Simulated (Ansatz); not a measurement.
# AlNi3: the cost of one run

Program: Ansatz 0.2.0. Level of theory: DFT PBE, scalar-relativistic, plane waves, PAW. These are calculated values, not measurements.

4 further runs of the same task are left out: 1 that didn't finish, 3 set aside as unsound or not needed.

## (1) The starting structure

The structure is cubic, space group Pm-3m (No. 221). The conventional cell has a = 3.567 Å, b = 3.567 Å, c = 3.567 Å, α = 90.00°, β = 90.00°, γ = 90.00°. Around Al (site symmetry m-3m) lie 12 Ni at 2.52 Å. Ni (site symmetry 4/mmm) is surrounded by 4 Al at 2.52 Å and 8 Ni at 2.52 Å.

Coordinates:

```
CELL_PARAMETERS angstrom
3.56668 0.00000 0.00000
0.00000 3.56668 0.00000
0.00000 0.00000 3.56668
ATOMIC_POSITIONS crystal
Al 0.00000 0.00000 0.00000
Ni 0.00000 0.50000 0.50000
Ni 0.50000 0.00000 0.50000
Ni 0.50000 0.50000 0.00000
```

It goes back to an entry of the Materials Project, which need not be the stable form.

It is the result of an earlier relaxation at this level (volume 11.34 Å³/atom; gap on the mesh: none (metal), site moments up to 0.3 μB).

## (2) Building the (001) antiphase boundary, shift by [0.5, 0.5, 0] of the cube

The upper half of the cell takes the other sublattice, which makes two boundaries. Atoms and height relax; energies count from the bulk on a matched mesh, -4514.5978 eV an atom.

The cell holds 4 Al, 12 Ni: a = 3.567 Å, b = 3.567 Å, c = 14.267 Å, α = 90.00°, β = 90.00°, γ = 90.00°.

## (3) The relaxation run

File input.yaml:

```yaml
crystal:
  lattice:
    - [3.5666788836, 0.0, 0.0]
    - [0.0, 3.5666788836, 0.0]
    - [0.0, 0.0, 14.2667155344]
  atoms:
    - { symbol: Al, position: [0.0, 0.0, 0.0] }
    - { symbol: Ni, position: [0.0, 0.5, 0.125], spin: 0.3 }
    - { symbol: Ni, position: [0.5, 0.0, 0.125], spin: 0.3 }
    - { symbol: Ni, position: [0.5, 0.5, 0.0], spin: 0.3 }
    - { symbol: Al, position: [0.0, 0.0, 0.25] }
    - { symbol: Ni, position: [0.0, 0.5, 0.375], spin: 0.3 }
    - { symbol: Ni, position: [0.5, 0.0, 0.375], spin: 0.3 }
    - { symbol: Ni, position: [0.5, 0.5, 0.25], spin: 0.3 }
    - { symbol: Ni, position: [0.0, 0.0, 0.5], spin: 0.3 }
    - { symbol: Ni, position: [0.0, 0.5, 0.625], spin: 0.3 }
    - { symbol: Ni, position: [0.5, 0.0, 0.625], spin: 0.3 }
    - { symbol: Al, position: [0.5, 0.5, 0.5] }
    - { symbol: Ni, position: [0.0, 0.0, 0.75], spin: 0.3 }
    - { symbol: Ni, position: [0.0, 0.5, 0.875], spin: 0.3 }
    - { symbol: Ni, position: [0.5, 0.0, 0.875], spin: 0.3 }
    - { symbol: Al, position: [0.5, 0.5, 0.75] }
basis:
  ecutwfc: 420
kpoints:
  mp_grid: { grid: [10, 10, 3] }
hamiltonian:
  xc: pbe
scf:
  occupations: { method: gaussian, width: 0.1 }
  lower_state_search: "off"
output:
  forces: true
  stress: true
  eigenvalues: true
  populations: true
  write_density: true
  write_potential: true
  elf: true
  volumetric_format: npy
magnetization:
  spin_polarized: true
relax:
  adjacent_minimum: "off"
  f_tol: 0.02
  max_steps: 45
  cell: { fix: [a, b, alpha, beta, gamma], stress_tol: 0.1 }
```

The run is started by

```bash
ansatz run input.yaml --threads 4 --pin off --max-ram 11264MiB --backend cpu --events-out ev --progress --plain --runs-dir out
```

**Question.** How long does this run take on 4 threads of AMD EPYC, shared host, and how much memory does it need?

About 15 min, with a peak of 1.9 GiB.
